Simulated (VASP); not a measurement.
# CdTe (F-43m) in VASP: settings compared, part 2 of 2

VASP 6.6.1. The steps go on from the part before.

### 4 Single point, RPBE+D3(BJ)

This run uses another cell than the first one, of 34.24 Å³/atom, 1.020 times its volume.

INCAR reads:

```
SYSTEM = CdTe
PREC     = Accurate       ! precision mode
ENCUT    = 520            ! plane-wave cutoff, eV
EDIFF    = 1E-6           ! SCF threshold, eV
ISMEAR   = -1             ! smearing method
SIGMA    = 0.05           ! smearing width, eV
LREAL    = .False.        ! projectors in reciprocal space
LASPH    = .True.         ! aspherical terms in the spheres
NELM     = 80             ! most SCF steps
ALGO     = Normal         ! electronic algorithm
ISIF     = 2              ! what is computed and relaxed
LWAVE    = .False.        ! write WAVECAR
LCHARG   = .False.        ! write CHGCAR
GGA      = RP             ! functional
IVDW     = 12             ! dispersion correction
NBANDS   = 16             ! bands
```

KPOINTS reads:

```
regular mesh
0
Gamma
  7 7 7
  0 0 0
```

POSCAR reads:

```
CdTe
1.0
    0.0000000000      3.2471758892      3.2471758892
    3.2471758892      0.0000000000      3.2471758892
    3.2471758892      3.2471758892      0.0000000000
Te Cd
1 1
Direct
    0.7500000000      0.7500000000      0.7500000000
    0.0000000000      0.0000000000      0.0000000000
```

Potentials or basis: VASP PAW PBE potentials, release 64 (Te, Cd).

Started as:

```sh
> cat potpaw_PBE.64/Te/POTCAR potpaw_PBE.64/Cd/POTCAR > POTCAR
> mpirun -np 1 vasp_std > vasp.out
```

OUTCAR:

```text
SYSTEM = CdTe
   PREC = Accurate
   ENCUT = 520
   EDIFF = 1E-6
   ISMEAR = -1
   LREAL = .False.
   LASPH = .True.
   NELM = 80
   ISIF = 2
   GGA = RP
   IVDW = 12
 IVDW          = 12

 ion  position               nearest neighbor table
   1  0.750  0.750  0.750-   2 2.81   2 2.81   2 2.81   2 2.81
   2  0.000  0.000  0.000-   1 2.81   1 2.81   1 2.81   1 2.81

  LATTYP: Found a face centered cubic cell.
 ALAT       =     6.4943517784

  Lattice vectors:

 A1 = (   0.0000000000,   3.2471758892,   3.2471758892)
 A2 = (   3.2471758892,   0.0000000000,   3.2471758892)
 A3 = (   3.2471758892,   3.2471758892,   0.0000000000)

Analysis of symmetry for initial positions (statically):
=====================================================================
 Subroutine PRICEL returns:
 Original cell was already a primitive cell.

 Routine SETGRP: Setting up the symmetry group for a
 face centered cubic supercell.

 Subroutine GETGRP returns: Found 24 space group operations
 (whereof 24 operations were pure point group operations)
 out of a pool of 48 trial point group operations.

The static configuration has the point symmetry T_d .

Analysis of symmetry for dynamics (positions and initial velocities):
[... 157 lines left out ...]
 cond. band min:       3.3062691618   @ k =   0.0000   0.0000   0.0000
 fundamental gap:      0.9013431168
 Fermi energy:         2.8877932656

 k-point     1 :       0.0000    0.0000    0.0000
  band No.  band energies     occupation
      1      -8.6886      2.00000
      2      -5.8662      2.00000
      3      -5.8662      2.00000
      4      -5.8662      2.00000
      5      -5.6125      2.00000
      6      -5.6125      2.00000
[... 357 lines left out ...]
      3      -5.7403      2.00000
      4      -5.6420      2.00000
      5      -5.6086      2.00000
      6      -5.0627      2.00000
[... 8 lines left out ...]
     15      12.6139      0.00000
     16      14.4407      0.00000

------------------------ aborting loop because EDIFF is reached ----------------------------------------

 Edisp (eV)   -2.92396

 E8    (eV) :    -1.8996

  FORCE on cell =-STRESS in cart. coord.  units (eV):
  Direction    XX          YY          ZZ          XY          YZ          ZX
  --------------------------------------------------------------------------------------
  -------------------------------------------------------------------------------------
  Total      -1.83560    -1.83560    -1.83560     0.00000     0.00000     0.00000
  in kB     -42.94779   -42.94779   -42.94779     0.00000     0.00000     0.00000
  external pressure =      -42.95 kB  Pullay stress =        0.00 kB

 VOLUME and BASIS-vectors are now :
 -----------------------------------------------------------------------------
  energy-cutoff  :      520.00
  volume of cell :       68.48
      direct lattice vectors                 reciprocal lattice vectors
     0.000000000  3.247175889  3.247175889    -0.153979956  0.153979956  0.153979956
     3.247175889  0.000000000  3.247175889     0.153979956 -0.153979956  0.153979956
     3.247175889  3.247175889  0.000000000     0.153979956  0.153979956 -0.153979956

 POSITION                                       TOTAL-FORCE (eV/Angst)
 -----------------------------------------------------------------------------------
      4.87076      4.87076      4.87076        -0.000000      0.000000      0.000000
      0.00000      0.00000      0.00000         0.000000     -0.000000     -0.000000
 -----------------------------------------------------------------------------------
    total drift:                                0.000000      0.000000      0.000000

  FREE ENERGIE OF THE ION-ELECTRON SYSTEM (eV)
  ---------------------------------------------------
  free  energy   TOTEN  =        -7.0297252112 eV

  energy  without entropy=       -7.0297238156  energy(sigma->0) =       -7.02972451
```

OSZICAR:

```text
N       E                     dE             d eps       ncg     rms          rms(c)
DAV:   1     0.100804805341E+03    0.10080E+03   -0.84386E+03   648   0.980E+02
DAV:   2    -0.741949740921E+00   -0.10155E+03   -0.96021E+02   800   0.238E+02
DAV:   3    -0.427973468629E+01   -0.35378E+01   -0.35336E+01   792   0.458E+01
DAV:   4    -0.431366238342E+01   -0.33928E-01   -0.33927E-01  1000   0.389E+00
DAV:   5    -0.431374043571E+01   -0.78052E-04   -0.78052E-04   840   0.180E-01    0.572E+00
DAV:   6    -0.411307463307E+01    0.20067E+00   -0.33972E-01   736   0.678E+00    0.461E+00
DAV:   7    -0.410128507650E+01    0.11790E-01   -0.12069E-01   704   0.223E+00    0.168E+00
DAV:   8    -0.410440609167E+01   -0.31210E-02   -0.12305E-02   696   0.124E+00    0.506E-01
DAV:   9    -0.410546625085E+01   -0.10602E-02   -0.15632E-03   760   0.372E-01    0.110E-01
DAV:  10    -0.410563149576E+01   -0.16524E-03   -0.17678E-04   800   0.125E-01    0.602E-02
DAV:  11    -0.410576094705E+01   -0.12945E-03   -0.25433E-04   728   0.894E-02    0.338E-02
DAV:  12    -0.410576069520E+01    0.25184E-06   -0.39360E-06   792   0.153E-02
   1 F= -.70297252E+01 E0= -.70297245E+01  d E =-.139562E-05
```

stdout:

```text
POSCAR found type information on POSCAR TeCd
 POSCAR found :  2 types and       2 ions
 scaLAPACK will be used
 -----------------------------------------------------------------------------
|                                                                             |
|                                                                             |
|     You enforced a specific xc type in the INCAR file but a different       |
|     I HOPE YOU KNOW WHAT YOU ARE DOING!                                     |
|                                                                             |
 -----------------------------------------------------------------------------

 LDA part: xc-table for (Slater+PW92), standard interpolation
 POSCAR, INCAR and KPOINTS ok, starting setup
 FFT: planning ... GRIDC
 FFT: planning ... GRID_SOFT
 FFT: planning ... GRID
 WAVECAR not read
 entering main loop
```

It took 17 s on 1 thread of AMD EPYC 7R13 (Zen 3), shared host; peak memory 0.19 GiB.

Results:

- Free energy: -7.0297 eV
- Pressure: -4.3 GPa
- Band gap on the k mesh: 0.90 eV, direct
- Dispersion energy per atom: -1.462 eV

Caveat: the PAW data sets were made with another functional, which shifts forces and pressure a little; spin-orbit coupling is left out, which moves the levels of the heavy elements. A hybrid or GW would open this gap; RPBE tends to underestimate it.

### 5 Single point, RPBE+D3(BJ)

This run uses another cell than the first one, of 34.90 Å³/atom, 1.039 times its volume.

INCAR reads:

```
SYSTEM = CdTe
PREC = Accurate
ENCUT = 520
EDIFF = 1E-6
ISMEAR = -1
SIGMA = 0.05
LREAL = .False.
LASPH = .True.
NELM = 60
ALGO = Normal
ISIF = 2
LWAVE = .False.
LCHARG = .True.
GGA = RP
IVDW = 12
LELF = .True.
LVHAR = .True.
NBANDS = 16
```

KPOINTS is that of step 4.

POSCAR reads:

```
CdTe
1.0
    0.0000000000      3.2678590959      3.2678590959
    3.2678590959      0.0000000000      3.2678590959
    3.2678590959      3.2678590959      0.0000000000
Te Cd
1 1
Direct
    0.7500000000      0.7500000000      0.7500000000
    0.0000000000      0.0000000000      0.0000000000
```

Started as:

```sh
> cat potpaw_PBE.64/Te/POTCAR potpaw_PBE.64/Cd/POTCAR > POTCAR
> mpirun -np 1 vasp_std > vasp.out
```

Run time: 19 s. Hardware: 1 thread of AMD EPYC 7R13 (Zen 3), shared host; peak memory 0.19 GiB.

The run converged. Its results:

| Quantity | Value |
| --- | --- |
| Free energy | -6.9918 eV |
| Pressure | -4.9 GPa |
| Band gap on the k mesh | 0.84 eV, direct |
| Dispersion energy per atom | -1.428 eV |

Levels at points of the mesh, in eV from the valence-band top:
```tsv
k point	band 6	band 7	band 8	band 9	band 10	band 11	band 12	band 13
(0.00, 0.00, 0.00)	-7.97	0.00	0.00	0.00	0.84	4.68	4.68	4.68
```

Caveat: the PAW data sets were made with another functional, which shifts forces and pressure a little; spin-orbit coupling is left out, which moves the levels of the heavy elements. RPBE gaps usually lie below the measured ones, often by a third to a half.

### 6 Summary

| level | cell | k mesh | grid for exact exchange (PRECFOCK) | gap on the mesh (eV) | pressure (GPa) |
| --- | --- | --- | --- | --- | --- |
| PBE0 | a = 4.563 Å, angles 60.0°, 2 atoms | 4 × 4 × 4 | Normal | 2.29 | 2.3 |
| PBE0 | a = 4.592 Å, angles 60.0°, 2 atoms | 4 × 4 × 4 | Normal | 2.23 | 1.3 |
| RPBE+D3(BJ) | a = 4.592 Å, angles 60.0°, 2 atoms | 7 × 7 × 7 | - | 0.90 | -4.3 |
| RPBE+D3(BJ) | a = 4.621 Å, angles 60.0°, 2 atoms | 7 × 7 × 7 | - | 0.84 | -4.9 |

Alike in all rows: task single point; potentials or basis VASP PAW PBE potentials, release 64 (Te, Cd); no spin polarisation; cutoff (eV) 520; smearing fermi-dirac 0.05 eV.

Caveats: some runs use coarse meshes; the PAW data sets were made with another functional, which shifts forces and pressure a little; spin-orbit coupling is left out, which moves the levels of the heavy elements.

Absolute energies hang on the potentials; compare differences alone.

### 7 Comparison with measurements

Step 3. Against the measured gap of CdTe, 1.607 eV (0 K; a printed reference work, data compilation), the calculated 2.23 eV is off by +0.62 eV. Spin-orbit coupling on Cd, Te is left out. The value is that of PBE0, without temperature or zero-point motion.
